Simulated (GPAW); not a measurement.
NaI:

```xyz
2
Lattice="0.0000 3.2364 3.2364 3.2364 0.0000 3.2364 3.2364 3.2364 0.0000" Properties=species:S:1:pos:R:3 pbc="T T T"
I     3.2364    3.2364    3.2364
Na    0.0000    0.0000    0.0000
```

- Program: GPAW 26.7.0
- Task: single point
- Functional: PBE
- Potentials or basis: GPAW PAW data sets (gpaw-data 1.2.1)
- Cutoff: 800 eV
- Basis: pw
- k mesh: 7 × 7 × 7
- Occupations: fermi-dirac, width 0.05 eV
- Spin: no spin polarisation

On this cell: pressure 0.4 GPa; largest force zero by symmetry; band gap on the k mesh 3.66 eV, direct.

The same run follows on a disturbed copy (atoms moved at random, drawn with an rms of 0.05 Å):

```
I Na
1.0
     0.00000    3.23640    3.23640
     3.23640    0.00000    3.23640
     3.23640    3.23640    0.00000
I Na
1 1
Direct
  0.50023 0.50018 0.49698
  0.01179 0.00480 0.99300
```

Task: What does the disturbed cell give?

Result: The energy moves by +0.7 meV/atom; pressure 0.5 GPa; largest force 0.050 eV/Å; band gap on the k mesh 3.66 eV, direct.

Forces on the atoms (eV/Å):
```
I    0.002  0.021  0.046
Na  -0.002 -0.021 -0.046
```

Caveats: spin-orbit coupling is left out, which moves the levels of the heavy elements.

